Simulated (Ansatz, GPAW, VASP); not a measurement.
One calculation of ZnS, 3 ways

```
Zn S
1.0
     0.00000    2.70200    2.70200
     2.70200    0.00000    2.70200
     2.70200    2.70200    0.00000
Zn S
1 1
Direct
  0.75000 0.75000 0.75000
  0.00000 0.00000 0.00000
```

Alike in all runs: task single point; functional PBE; k mesh 9 × 9 × 9; occupations gaussian, width 0.028 eV; no spin polarisation; no spin-orbit coupling. Pressure is positive in compression and, in plane waves, holds the error of the finite cutoff.

```tsv
program and potentials	plane-wave cutoff (eV)	notes	pressure (GPa)
Ansatz, all-electron LAPW, scalar-relativistic	-	-	?
GPAW, GPAW PAW data sets (gpaw-data 1.2.1)	600	-	1.62
VASP, PBE PAW files S, Zn, 520 eV	520	-	1.78
```

Question: Estimate from the other rows what the run with Ansatz, all-electron LAPW, scalar-relativistic gave.

Answer: Pressure 1.61 GPa. The other rows, which needn't bracket it: pressure 1.62 to 1.78.
